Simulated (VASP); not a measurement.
# Na (P6_3/mmc) in VASP: a series of runs, part 2 of 2

VASP 6.6.1. The steps go on from the part before.

## Step 4: Single point, PBE

INCAR

```
SYSTEM = Na
PREC     = Accurate       ! precision mode
ENCUT    = 460            ! plane-wave cutoff, eV
EDIFF    = 1E-6           ! SCF threshold, eV
ISMEAR   = 0              ! smearing method
SIGMA    = 0.1            ! smearing width, eV
LREAL    = .FALSE.        ! projectors in reciprocal space
LASPH    = .TRUE.         ! aspherical terms in the spheres
NELM     = 100            ! most SCF steps
ALGO     = Normal         ! electronic algorithm
ISIF     = 2              ! what is computed and relaxed
LWAVE    = .FALSE.        ! write WAVECAR
LCHARG   = .FALSE.        ! write CHGCAR
GGA      = PE             ! functional
NBANDS   = 14             ! bands
ADDGRID  = .FALSE.
```

KPOINTS

```
regular mesh
0
G
  12 12 7
  0 0 0
```

POSCAR

```
Na
1.0
    3.7670000000      0.0000000000      0.0000000000
   -1.8835000000      3.2623176961      0.0000000000
    0.0000000000      0.0000000000      6.1540000000
Na
2
Direct
    0.6607270000      0.3253030000      0.7651560000
    0.3322080000      0.6634530000      0.2738460000
```

Potentials or basis: VASP PAW PBE potentials, release 64 (Na_pv).

The run is started by

```console
$ cat potpaw_PBE.64/Na_pv/POTCAR > POTCAR
$ mpirun -np 1 vasp_std > vasp.out
```

OUTCAR:

```text
SYSTEM = Na
   PREC = Accurate
   ENCUT = 460
   EDIFF = 1E-6
   ISMEAR = 0
   LREAL = .FALSE.
   LASPH = .TRUE.
   NELM = 100
   ISIF = 2
   GGA = PE

 Found    506 irreducible k-points:

 Following reciprocal coordinates:
            Coordinates               Weight
  0.000000  0.000000  0.000000      1.000000
  0.083333  0.000000  0.000000      2.000000
  0.000000  0.083333  0.000000      2.000000
 -0.083333  0.083333  0.000000      2.000000
  0.166667 -0.000000  0.000000      2.000000
  0.000000  0.166667  0.000000      2.000000
   k-points           NKPTS =    506   k-points in BZ     NKDIM =    506   number of bands    NBANDS=     14
   number of dos      NEDOS =    301   number of ions     NIONS =      2
   total plane-waves  NPLWV =  37632
   dimension x,y,z NGX =    28 NGY =   28 NGZ =   48
   dimension x,y,z NGXF=    56 NGYF=   56 NGZF=   96
   ions per type =               2
   NGX,Y,Z   is equivalent  to a cutoff of  12.36, 12.36, 12.97 a.u.
   NGXF,Y,Z  is equivalent  to a cutoff of  24.71, 24.71, 25.93 a.u.
 SYSTEM =  Na
   PREC   = accura    normal or accurate (medium, high low for compatibility)
   ISTART =      0    job   : 0-new  1-cont  2-samecut
   ICHARG =      2    charge: 1-file 2-atom 10-const
   ISPIN  =      1    spin polarized calculation?
   LNONCOLLINEAR =      F non collinear calculations
   LSORBIT =      F    spin-orbit coupling
   LASPH  =      T    aspherical Exc in radial PAW
   ENCUT  =  460.0 eV  33.81 Ry    5.81 a.u.   6.59  6.59 10.76*2*pi/ulx,y,z
   NELM   =    100;   NELMIN=  2; NELMDL= -5     # of ELM steps
   EDIFF  = 0.1E-05   stopping-criterion for ELM
   LREAL  =      F    real-space projection
   EDIFFG = 0.1E-04   stopping-criterion for IOM
   NSW    =      0    number of steps for IOM
   IBRION =     -1    ionic relax: 0-MD 1-quasi-New 2-CG
   NFREE  =      0    steps in history (QN), initial steepest desc. (CG)
   ISIF   =      2    stress and relaxation
   ISYM   =      2    0-nonsym 1-usesym 2-fastsym
   POTIM  = 0.5000    time-step for ionic-motion
   TEBEG  =    0.0;   TEEND  =   0.0 temperature during run
   PSTRESS=    0.0 pullay stress
   NELECT =      14.0000    total number of electrons
   NUPDOWN=      -1.0000    fix difference up-down
   EMIN   =  10.00;   EMAX   =-10.00  energy-range for DOS
   EFERMI =   0.00;   METHOD = LEGACY
   ISMEAR =     0;   SIGMA  =   0.10  broadening in eV -4-tet -1-fermi 0-gaus
   EFERMI_NEDOS =   21; number of points for ismear=-14 and -15
   IALGO  =     38    algorithm
   IMIX   =      4    mixing-type and parameters
     AMIX     =   0.40;   BMIX     =  1.00
     AMIX_MAG =   1.60;   BMIX_MAG =  1.00
  volume/ion in A,a.u.               =      37.81       255.18
  Fermi-wavevector in a.u.,A,eV,Ry     =   0.933020  1.763153 11.844235  0.870527
  Thomas-Fermi vector in A             =   2.059678
   LORBIT       =      0    0 simple, 1 ext, 2 COOP (PROOUT), +10 PAW based schemes
   GGA     = PE    functional components
   LHFCALC =     F    Hartree Fock is set to
   AEXX    =    0.0000 exact exchange contribution
   IVDW    =     0    specifies the selected vdW correction
   LEPSILON=     F    determine dielectric tensor
   LRPA    =     F    only Hartree local field effects (RPA)
 non-spin polarized calculation
 Gauss-broadening in eV      SIGMA  =   0.10
  energy-cutoff  :      460.00
  volume of cell :       75.63
 maximum number of plane-waves:      1737
   NGX = 13   NGY = 13   NGZ = 21

 number of electron      13.9999997 magnetization

 Free energy of the ion-electron system (eV)
  ---------------------------------------------------
  ext. energy  EPLUGINS =         0.00000000
  ---------------------------------------------------
  free energy    TOTEN  =        -2.62331356 eV

  energy without entropy =       -2.61817995  energy(sigma->0) =       -2.62074676

 E-fermi :   0.2688     XC(G=0):  -6.4505

 val. band max:        0.2536138266   @ k =  -0.1667   0.0833   0.1429
 cond. band min:       0.3432631695   @ k =   0.0833  -0.3333   0.2857
 fundamental gap:      0.0896493429
 Fermi energy:         0.2687724105

 k-point     1 :       0.0000    0.0000    0.0000
  band No.  band energies     occupation
      1     -24.6730      2.00000
      2     -24.6453      2.00000
      3     -24.6450      2.00000
      4     -24.6406      2.00000
      5     -24.6405      2.00000
      6     -24.6404      2.00000
      7      -2.9664      2.00000
      8       0.8241      0.00000
      9       1.2083      0.00000
     10      10.1393      0.00000
     11      10.1472      0.00000
     12      10.4757      0.00000
     13      10.4894      0.00000
     14      10.6396      0.00000

 k-point     2 :       0.0833    0.0000    0.0000
  band No.  band energies     occupation
      1     -24.6723      2.00000
      2     -24.6466      2.00000
      3     -24.6458      2.00000
      4     -24.6422      2.00000
      5     -24.6409      2.00000
      6     -24.6407      2.00000
      7      -2.8650      2.00000
      8       0.9143      0.00000
      9       1.3073      0.00000
     10       8.4821      0.00000
     11       9.3900      0.00000
     12       9.8153      0.00000
     13      11.3507      0.00000
     14      11.4127      0.00000

 k-point     3 :       0.0000    0.0833    0.0000
  band No.  band energies     occupation
      1     -24.6723      2.00000
      2     -24.6469      2.00000
      3     -24.6455      2.00000
      4     -24.6422      2.00000
      5     -24.6408      2.00000
      6     -24.6407      2.00000
      7      -2.8650      2.00000
      8       0.9143      0.00000
      9       1.3073      0.00000
     10       8.4853      0.00000
     11       9.3900      0.00000
     12       9.8139      0.00000
     13      11.3442      0.00000
     14      11.4157      0.00000

 k-point     4 :      -0.0833    0.0833    0.0000
  band No.  band energies     occupation
      1     -24.6723      2.00000
      2     -24.6468      2.00000
      3     -24.6456      2.00000
      4     -24.6422      2.00000
      5     -24.6408      2.00000
      6     -24.6407      2.00000
      7      -2.8650      2.00000
      8       0.9143      0.00000
      9       1.3073      0.00000
     10       8.4837      0.00000
     11       9.3900      0.00000
     12       9.8145      0.00000
     13      11.3469      0.00000
     14      11.4148      0.00000

 k-point     5 :       0.1667   -0.0000    0.0000
  band No.  band energies     occupation
      1     -24.6702      2.00000
      2     -24.6511      2.00000
      3     -24.6472      2.00000
      4     -24.6467      2.00000
      5     -24.6416      2.00000
      6     -24.6415      2.00000
      7      -2.5619      2.00000
      8       1.1854      0.00000
      9       1.6003      0.00000
     10       6.6238      0.00000
     11       8.6470      0.00000
     12       8.8431      0.00000
     13       9.9838      0.00000
     14      10.9701      0.00000

 k-point     6 :       0.0000    0.1667    0.0000
  band No.  band energies     occupation
      1     -24.6702      2.00000
      2     -24.6513      2.00000
      3     -24.6469      2.00000
      4     -24.6468      2.00000
      5     -24.6416      2.00000
      6     -24.6415      2.00000
      7      -2.5619      2.00000
      8       1.1853      0.00000
      9       1.6001      0.00000
     10       6.6271      0.00000
     11       8.6468      0.00000
     12       8.8464      0.00000
     13       9.9812      0.00000
     14      10.9514      0.00000

 [... further k-points ...]

------------------------ aborting loop because EDIFF is reached ----------------------------------------

  FORCE on cell =-STRESS in cart. coord.  units (eV):
  Direction    XX          YY          ZZ          XY          YZ          ZX
  --------------------------------------------------------------------------------------
  -------------------------------------------------------------------------------------
  Total       -0.0764085     -0.0660593     -0.1345301     -0.0033191      0.0003744      0.0003932
  in kB       -1.6187251     -1.3994757     -2.8500378     -0.0703145      0.0079309      0.0083290
  external PRESSURE =      -1.9560795 kB  Pullay stress =       0.0000000 kB

 VOLUME and BASIS-vectors are now :
 -----------------------------------------------------------------------------
  energy-cutoff  :      460.00
  volume of cell :       75.63
      direct lattice vectors                 reciprocal lattice vectors
     3.767000000  0.000000000  0.000000000     0.265463233  0.153265269  0.000000000
    -1.883500000  3.262317696  0.000000000     0.000000000  0.306530538  0.000000000
     0.000000000  0.000000000  6.154000000     0.000000000  0.000000000  0.162495938

 POSITION                                       TOTAL-FORCE (eV/Angst)
 -----------------------------------------------------------------------------------
      1.87625      1.06124      4.70877         0.000926      0.002270      0.035920
      0.00181      2.16439      1.68525        -0.000926     -0.002270     -0.035920
 -----------------------------------------------------------------------------------
    total drift:                               -0.000048      0.000082     -0.000053

  FREE ENERGIE OF THE ION-ELECTRON SYSTEM (eV)
  ---------------------------------------------------
  free  energy   TOTEN  =        -2.6233135644 eV

  energy  without entropy=       -2.6181799471  energy(sigma->0) =       -2.62074676
```

It took 2.6 min on 1 thread of Intel Xeon Platinum 8488C (Sapphire Rapids), shared host; peak memory 0.42 GiB.

The run converged, but some of its settings lie outside the range that counts as converged, so its numbers aren't taken as properties of the crystal.

Results:

```
Free energy            : -2.6233 eV
Pressure               : -0.2 GPa
Largest force          : 0.036 eV/Å
Band gap on the k mesh : none (metal or under the smearing width)
```
